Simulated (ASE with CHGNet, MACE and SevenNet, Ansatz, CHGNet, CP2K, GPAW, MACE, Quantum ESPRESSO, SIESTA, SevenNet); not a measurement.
# P-1 (COD entry) Ca2CrN3, displaced supercell (48 atoms) in machine-learned potentials

Aim: run P-1 (COD entry) Ca2CrN3, displaced supercell (48 atoms) in machine-learned potentials and see how near its forces come to a plane-wave reference, and at what cost.

Calculated with ASE with CHGNet, MACE and SevenNet; the method is named at each step.

## (1) Set-up

The cell holds 48 atoms: 16 Ca, 8 Cr and 24 N. Its edges and angles: a = 11.113 Å, b = 11.440 Å, c = 6.328 Å, α = 72.6°, β = 68.0°, γ = 64.0°. It derives from Ca2CrN3 (P-1 (measured, COD)), repeated 2×2×1. P-1 (COD entry) Ca2CrN3 (cell 5.556, 5.72, 6.328, 72.62, 68.01, 63.97), 2 x 2 x 1 conventional cells; every coordinate displaced by a Gaussian of 0.05 Å. Then every atom was moved at random, 0.05 Å r.m.s. a Cartesian component.

The yardstick, on the same geometry:

```
method                                           : Kohn-Sham DFT, PBE, PAW, plane waves (Ansatz 0.2.0); cutoff 420 eV, Γ point, fermi-dirac smearing of 0.05 eV, spin polarised, started with 8 parallel moments, ending at 0.0 μB in the cell; PAW set soft_2
r.m.s. force component                           : 2.422 eV/Å
longest force                                    : 11.78 eV/Å
pressure                                         : 1.868 GPa
gap (highest filled to lowest empty level) : 0.672 eV
SCF cycles                                       : 39
time                                             : 33 s on 8 threads of Arm Neoverse N1, shared host
CPU time                                         : 4.2 min
```

## (2) CHGNet 0.3.0 potential

Method: machine-learned interatomic potential CHGNet 0.3.0, trained on PBE(+U) plane-wave data.

The input, run.py:

```python
import numpy as np
from ase.io import read
import mlip  # loads the published weights by name

atoms = read("structure.xyz")
atoms.calc = mlip.calc("chgnet-0.3.0")
energy = atoms.get_potential_energy()
forces = atoms.get_forces()
print(f"energy {energy:.6f} eV")
print("forces (eV/A)")
for i, (a, f) in enumerate(zip(atoms, forces)):
    print(f"{i:4d} {a.symbol:2s} {f[0]:10.5f} {f[1]:10.5f} {f[2]:10.5f}")
stress = -atoms.get_stress(voigt=False) * 160.21766
print("stress (GPa, compression positive)")
for row in stress:
    print(" ".join(f"{x:10.4f}" for x in row))
```

The input, structure.xyz:

```xyz
48
Lattice="11.11300 0.00000 0.00000 5.02070 10.27985 0.00000 2.36936 0.94660 5.79105" Properties=species:S:1:pos:R:3 pbc="T T T"
Ca 6.68301 4.11573 3.90033
Ca 3.92667 1.87804 1.88991
Ca 3.71608 5.02799 1.17865
Ca 6.68059 0.92826 4.66191
Cr 3.68719 3.17697 4.73858
Cr 6.62608 2.92976 1.13580
N 4.29153 1.43223 4.37549
N 6.21287 4.78572 1.44290
N 3.49301 4.03401 3.40664
N 6.84056 2.16772 2.48164
N 5.13218 4.08701 5.76285
N 7.73173 2.92251 5.58361
Ca 9.10957 9.28697 3.88562
Ca 6.48755 7.13742 1.77675
Ca 6.28445 10.26944 1.06017
Ca 9.08073 6.25687 4.58802
Cr 6.26118 8.29261 4.73094
Cr 9.15217 8.05380 0.97701
N 6.81787 6.59364 4.31827
N 8.64322 9.87122 1.41939
N 6.08894 9.25278 3.21988
N 9.51289 7.33561 2.56283
N 4.94812 8.31969 0.06665
N 10.31357 8.13861 5.75283
Ca 12.17093 4.11061 3.90925
Ca 9.38018 2.02022 1.76922
Ca 9.26247 5.01266 1.10117
Ca 12.19134 1.03442 4.59636
Cr 9.30041 2.89922 4.77640
Cr 12.19153 3.11091 1.02085
N 9.80183 1.44073 4.35452
N 11.68999 4.83916 1.39188
N 9.20963 4.01899 3.20784
N 12.43232 2.10368 2.50179
N 8.12652 3.11424 0.04505
N 13.51359 2.89784 5.64714
Ca 14.61081 9.37929 3.93658
Ca 11.72572 7.24840 1.85192
Ca 11.77140 10.18592 1.15103
Ca 14.88623 6.03430 4.69359
Cr 11.87534 8.23922 4.80738
Cr 14.64339 8.38620 1.09300
N 12.43540 6.42475 4.31202
N 14.03998 9.88298 1.36368
N 11.56276 9.12214 3.42309
N 14.86832 7.25949 2.69521
N 10.58256 8.26422 0.11159
N 15.80178 8.09147 5.71223
```

Started as:

```console
$ OMP_NUM_THREADS=1 python run.py > output.txt
```

Numbers of over 12 decimals in the logs are rounded to 6 here.

Output:

```text
CHGNet v0.3.0 initialized with 412,525 parameters
CHGNet will run on cpu
energy -353.318970 eV
forces (eV/A)
   0 Ca   -0.20765    0.70113   -0.39248
   1 Ca   -0.38433   -0.12558    0.27206
   2 Ca    0.30591    0.59671    0.25041
   3 Ca   -0.54295    0.64922    0.04208
   4 Cr    7.93347   -4.13965   -1.44532
   5 Cr   -1.49048    5.57309   -4.18245
   6 N    -0.45247    1.31451    0.13007
   7 N     0.20112   -2.13174   -0.45913
   8 N    -0.75207    1.86202   -3.22145
   9 N     0.59935   -3.00984    3.51107
  10 N    -2.39942   -0.18977    0.61020
  11 N     0.83927   -0.21702    1.39887
  12 Ca   -0.32463    0.50756   -0.47265
  13 Ca   -0.79703   -0.31645    0.88595
  14 Ca    0.37391   -0.02163    0.25070
  15 Ca    0.35046   -0.70353    0.06555
  16 Cr   -0.62314   -1.83799   -2.00076
  17 Cr   -2.80823    3.74539    6.06293
  18 N    -0.52070    1.63075    0.65398
  19 N     0.63135   -1.86706   -0.76646
  20 N    -0.07574   -0.65460    1.63879
  21 N    -0.89451   -0.28086   -1.45412
  22 N     1.25670    0.33398   -0.57745
  23 N    -0.53729   -0.48424   -0.02972
[...]
40 Cr    1.03203   -5.26923   -3.94415
  41 Cr   -0.46836   -4.83331    2.72712
  42 N    -0.91696    2.66450    1.23272
  43 N    -0.49094    2.25855    0.29279
  44 N     0.24350    1.09460   -0.66191
  45 N    -0.23459    1.75257   -2.83603
  46 N     2.89665    0.99518   -1.19923
  47 N     1.58944    1.18052    0.09181
stress (GPa, compression positive)
    4.1961     0.7897    -1.1595
    0.7897     1.1281    -0.4726
   -1.1595    -0.4726     3.3132
```

The job ended after 5.1 s (1 thread of Arm Neoverse N1, shared host; peak memory 0.79 GiB).

Banners, paths, timers and routine set-up lines are dropped from the logs unmarked, and long logs keep their key lines alone; longer cuts are marked.

Numbers from this run, and their distance from the reference:

```
r.m.s. force component                  : 1.893 eV/Å
r.m.s. difference of force components   : 691.4 meV/Å
longest difference of force vectors     : 3299 meV/Å
force difference over r.m.s. force      : 28.55 %
slope of forces against the reference's : 0.7645
correlation of force components         : 0.9784
pressure                                : 2.879 GPa
pressure difference                     : 1.011 GPa
```

Length of the force difference by element (eV/Å):

| element | atoms | mean | most |
| --- | --- | --- | --- |
| Ca | 16 | 0.47 | 1.2 |
| Cr | 8 | 2.3 | 3.3 |
| N | 24 | 0.82 | 1.6 |

The surroundings of N24, picked at random, nearest first, numbered as they follow in the input and with coordinates relative to it.

| atom | x | y | z | distance (Å) | bonds | Fx | Fy | Fz (eV/Å) |
| --- | --- | --- | --- | --- | --- | --- | --- | --- |
| N24 | 0.00 | 0.00 | 0.00 | 0.00 | 6 | -0.54 | -0.48 | -0.03 |
| Cr18 | 1.21 | 0.86 | 1.02 | 1.80 | 4 | -2.81 | 3.75 | 6.06 |
| Cr41 | 1.56 | 0.10 | -0.95 | 1.83 | 4 | 1.03 | -5.27 | -3.94 |
| Ca14 | -1.46 | -0.05 | 1.81 | 2.33 | 6 | -0.80 | -0.32 | 0.89 |
| Ca13 | -1.20 | 1.15 | -1.87 | 2.50 | 6 | -0.32 | 0.51 | -0.47 |
| Ca16 | -1.23 | -1.88 | -1.16 | 2.53 | 6 | 0.35 | -0.70 | 0.07 |
| Ca27 | 1.32 | -2.18 | 1.14 | 2.79 | 6 | 0.07 | 0.01 | 0.17 |
| N45 | 1.25 | 0.98 | -2.33 | 2.82 | 5 | 0.24 | 1.09 | -0.66 |
| N47 | 2.64 | 1.07 | 0.15 | 2.85 | 6 | 2.90 | 1.00 | -1.20 |

Atoms are counted from 1 here, from 0 in the log.

Forces lie 29 % from the reference's, at 0.021 times its CPU time (on 1 against 8 cores).

The difference per atom is largest on Cr (2.3 eV/Å on average, against 0.82 on N).

## (3) MACE MP-0b3 medium potential

Method: machine-learned interatomic potential MACE MP-0b3 medium, trained on PBE(+U) plane-wave data.

run.py: that of step 2 with these lines changed.

```diff
@@ -5,3 +5,3 @@
 atoms = read("structure.xyz")
-atoms.calc = mlip.calc("chgnet-0.3.0")
+atoms.calc = mlip.calc("mace-mp-0b3-medium")
 energy = atoms.get_potential_energy()
```

structure.xyz is that of step 2.

Output:

```text
energy -345.789760 eV
forces (eV/A)
   0 Ca   -0.21504    0.58753   -0.35067
   1 Ca   -0.57735   -0.06768    0.23251
   2 Ca    0.21170    0.58910    0.22056
   3 Ca   -0.53475    0.64317    0.14457
   4 Cr    7.67632   -4.08056   -0.82051
   5 Cr   -1.51970    5.33620   -4.76772
   6 N    -0.35265    0.71046   -0.03710
   7 N     0.10821   -1.63099   -0.25952
   8 N    -0.70673    2.00348   -3.66681
   9 N     0.65155   -3.02533    4.07127
  10 N    -1.79331    0.10036    0.45620
  11 N     0.53820   -0.31359    1.32511
  12 Ca   -0.18738    0.47037   -0.46383
  13 Ca   -0.94124   -0.18936    0.89323
  14 Ca    0.34355    0.00012    0.23716
  15 Ca    0.54592   -0.78328    0.12819
  16 Cr   -0.50644   -1.71345   -1.77020
  17 Cr   -2.63213    3.28071    5.44545
  18 N    -0.54166    1.21188    0.47295
  19 N     0.53692   -1.32304   -0.54996
  20 N    -0.01091   -0.55748    1.30778
  21 N    -0.86878   -0.19181   -1.18612
  22 N     1.25292    0.46396   -0.48965
  23 N    -0.70284   -0.58575   -0.14993
[...]
40 Cr    1.07857   -4.70423   -3.19815
  41 Cr   -0.39291   -4.75087    2.41755
  42 N    -1.03883    2.35519    1.08073
  43 N    -0.39347    2.12914    0.45283
  44 N     0.23030    0.90030   -0.99003
  45 N    -0.18342    1.73388   -2.73978
  46 N     2.69942    1.08532   -1.32993
  47 N     1.28564    0.99189    0.26839
stress (GPa, compression positive)
    4.4810     0.3644    -1.5719
    0.3644     1.1634    -0.5485
   -1.5719    -0.5485     3.8554
```

Wall time 11 s (1 thread); peak memory 0.82 GiB.

Compared with the plane-wave run:

* r.m.s. force component: 1.808 eV/Å
* r.m.s. difference of force components: 839.5 meV/Å
* longest difference of force vectors: 4084 meV/Å
* force difference over r.m.s. force: 34.66 %
* slope of forces against the reference's: 0.7185
* correlation of force components: 0.9626
* pressure: 3.167 GPa
* pressure difference: 1.298 GPa

Against the first run (29 %), the force difference from the reference is 35 %, at 2.1 times the CPU time.

## (4) SevenNet l3i5 potential

Method: machine-learned interatomic potential SevenNet l3i5, trained on PBE(+U) plane-wave data.

run.py: that of step 3 with these lines changed.

```diff
@@ -5,3 +5,3 @@
 atoms = read("structure.xyz")
-atoms.calc = mlip.calc("mace-mp-0b3-medium")
+atoms.calc = mlip.calc("7net-l3i5")
 energy = atoms.get_potential_energy()
```

structure.xyz is that of step 3.

Output:

```text
energy -347.509277 eV
forces (eV/A)
   0 Ca   -0.31411    0.83913   -0.55094
   1 Ca   -0.54313   -0.11906    0.43590
   2 Ca    0.28237    0.75302    0.20268
   3 Ca   -0.58739    0.71199    0.18357
   4 Cr    8.05989   -5.07402   -1.58736
   5 Cr   -1.58866    6.68966   -4.25834
   6 N    -0.69247    1.76941    0.39885
   7 N     0.28567   -2.75179   -0.57734
   8 N    -0.68223    1.84429   -2.90462
   9 N     0.66084   -3.19304    3.52441
  10 N    -2.93700   -0.37136    0.57318
  11 N     1.06970   -0.19654    1.38983
  12 Ca   -0.35047    0.63535   -0.65796
  13 Ca   -1.01076   -0.41769    1.22608
  14 Ca    0.22487   -0.07578    0.25676
  15 Ca    0.59037   -0.89630    0.11533
  16 Cr   -0.73684   -2.52012   -2.90154
  17 Cr   -3.01825    4.10144    6.86696
  18 N    -0.84658    2.35366    0.85315
  19 N     0.97226   -2.60188   -0.99269
  20 N    -0.04932   -1.04644    2.32523
  21 N    -1.23496    0.01863   -2.36936
  22 N     1.54516    0.48778   -0.51042
  23 N     0.04787   -0.33458   -0.13583
[...]
40 Cr    1.40310   -5.68981   -4.20789
  41 Cr   -0.81689   -5.83344    3.36926
  42 N    -1.34420    3.53182    1.41811
  43 N    -0.39231    2.39883    0.33312
  44 N     0.40568    1.02335   -0.42865
  45 N    -0.29475    2.35838   -3.56999
  46 N     2.50810    0.92193   -1.40822
  47 N     1.90715    1.60196    0.10899
stress (GPa, compression positive)
    2.5386     1.3561    -1.3989
    1.3561    -1.1063    -0.5009
   -1.3989    -0.5009     1.5224
```

Run time: 14 s. Hardware: 1 thread; peak memory 1 GiB.

Compared with the plane-wave run:

```
r.m.s. force component                  : 2.135 eV/Å
r.m.s. difference of force components   : 546.1 meV/Å
longest difference of force vectors     : 2870 meV/Å
force difference over r.m.s. force      : 22.55 %
slope of forces against the reference's : 0.8632
correlation of force components         : 0.9791
pressure                                : 0.9849 GPa
pressure difference                     : -0.8836 GPa
```

Against the first run (29 %), the force difference from the reference is 23 %, at 2.7 times the CPU time.

The difference per atom is largest on Cr (1.7 eV/Å on average, against 0.61 on N).

## (5) All runs compared

Differences are against the plane-wave reference, forces as r.m.s. over components; share is that over the reference's r.m.s. force, slope the least-squares factor from reference forces to these. Total energies of different programs have different zeros and aren't compared.

| run | Δ force, r.m.s. (meV/Å) | share (%) | slope | Δ pressure (GPa) | cores | CPU time | memory (GiB) |
| --- | --- | --- | --- | --- | --- | --- | --- |
| reference | - | - | - | - | 8 | 4.2 min | 1.3 |
| CHGNet 0.3.0 potential | 691 | 28.5 | 0.764 | 1.01 | 1 | 5.1 s | 0.79 |
| MACE MP-0b3 medium potential | 840 | 34.7 | 0.719 | 1.30 | 1 | 11 s | 0.82 |
| SevenNet l3i5 potential | 546 | 22.5 | 0.863 | -0.884 | 1 | 14 s | 1.0 |

Times of the machine-learned potentials are mostly Python's start and the loading of weights.

CPU time is summed over cores on a shared host, where runs went side by side, so it is rough. Symmetry, cutoffs, thresholds, outputs and thread counts weren't matched or tuned between programs; memory under MPI is the largest rank's times the ranks.

A second geometry, displaced anew (every atom was moved at random, 0.04 Å r.m.s. a Cartesian component), gives an energy difference that all programs can be tested on. The reference puts it at -62.11 meV/atom.

| run | energy less the first geometry's (meV/atom) | error (meV/atom) | force share at the second geometry (%) |
| --- | --- | --- | --- |
| CHGNet 0.3.0 potential | -44.54 | 17.6 | 28.4 |
| MACE MP-0b3 medium potential | -39.61 | 22.5 | 28.2 |
| SevenNet l3i5 potential | -67.55 | -5.44 | 26.2 |

## (6) Results

| Property | Result |
| --- | --- |
| nearest in forces | SevenNet l3i5 potential, 23 % |
| its CPU time | 14 s |

What this shows: Machine-learned potentials differ by 23 % (SevenNet l3i5 potential) to 35 % (MACE MP-0b3 medium potential); they were trained on other programs' data. Among those trained on PBE data the slope goes as low as 0.72, which softening far from their training structures can give, though the reference's k-sampling is untested too. The energy difference between the two geometries, -62.1 meV/atom in the reference, is met best by SevenNet l3i5 potential (-5.44) and worst by MACE MP-0b3 medium potential (+22.5). Machine-learned potentials mimic data converged in k, so the reference's own k-point error enters their differences. In the spin-polarised runs the search for a state of lower energy was switched off. The run was spin polarised, started with 8 parallel moments, ending at 0.0 μB in the cell; the starting moments vanished. The cell is under 6 Å thick along one periodic direction, so every atom has periodic images of itself close by, which move with it and show among its neighbours and in g(r). The reference's stress is far from hydrostatic: its diagonal is 5.0, -0.5, 1.0 GPa, compression counted positive. The published positions, changed by the recipe (random displacements or longer bonds to H), lie far from the minimum at this level of theory. The reference's pressure of 1.9 GPa belongs to a cell and atoms that aren't relaxed at this level. The electronic-structure runs sample only Γ, in a cell whose shortest periodic width is 6 Å.

[Also dropped from logs without a mark: logging warnings of Python, and SIESTA's first energy breakdown and zero terms.]

[Logs are printed without paths, hosts, clocks, repeated set-up lines and the standing remarks that a program may print on its own settings, such as how far it seeks lower states.]

[Hosts, paths, dates, database ids (printed as entryN), source tags and the programs' standing remarks are cut or masked in the printed files.]
